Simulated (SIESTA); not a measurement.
Runs of SIESTA 5.4.2 on CO2. Symmetry: I-42d, No. 122, tetragonal system. Conventional cell: a = 3.949 Å, b = 3.949 Å, c = 6.028 Å, α = 90.00°, β = 90.00°, γ = 90.00°. O (site symmetry 2) has 2 C at 1.40 Å as nearest neighbours. Around C (site symmetry -4) lie 4 O at 1.40 Å. The cell comes from a database or a generator and needn't be the stable form of this composition.

```tsv
task	level	potentials or basis	k mesh	gap on the mesh (eV)	pressure (GPa)	V0 of scaled cells (Å³/atom)	B0 (GPa)	largest force (eV/Å)
band structure	BLYP	PseudoDojo 0.4 standard (PBE files), DZP (energy shift 0.003 Ry)	9 × 9 × 9	7.70	10.9	-	-	(a)
equation of state	PBEsol	PseudoDojo 0.4 standard (PBEsol files), DZP (energy shift 0.003 Ry)	7 × 7 × 7	-	-	7.76	264	-
band structure	PBEsol	PseudoDojo 0.4 standard (PBEsol files), DZP (energy shift 0.003 Ry)	9 × 9 × 9	7.50	-2.7	-	-	0.28
equation of state	PBEsol	PseudoDojo 0.4 standard (PBEsol files), DZP (energy shift 0.003 Ry)	9 × 9 × 9	-	-	7.76	264	-
band structure	LDA	PseudoDojo 0.4 standard (LDA files), DZP (energy shift 0.003 Ry)	9 × 9 × 9	(c)	-9.5	-	-	(b)
```

Alike in all rows: no spin polarisation; cell as given; smearing fermi-dirac 0.05 eV; grid cutoff 800 Ry; energy shift 0.003 Ry.

Problem. Fill in the values left out.

Solution. (a) 0.81; (b) 0.01; (c) 7.39.

Caveats: the basis of atomic orbitals isn't converged, which shifts pressures, moduli and gaps; the cell was scaled at fixed shape and fractional positions, which overstates the stiffness of a crystal with free parameters, most of all of layers and chains (some runs); the potentials were made for another functional, which shifts forces and pressure (some runs).

A k mesh can miss the band edges.

Not every run made on this cell is shown here.
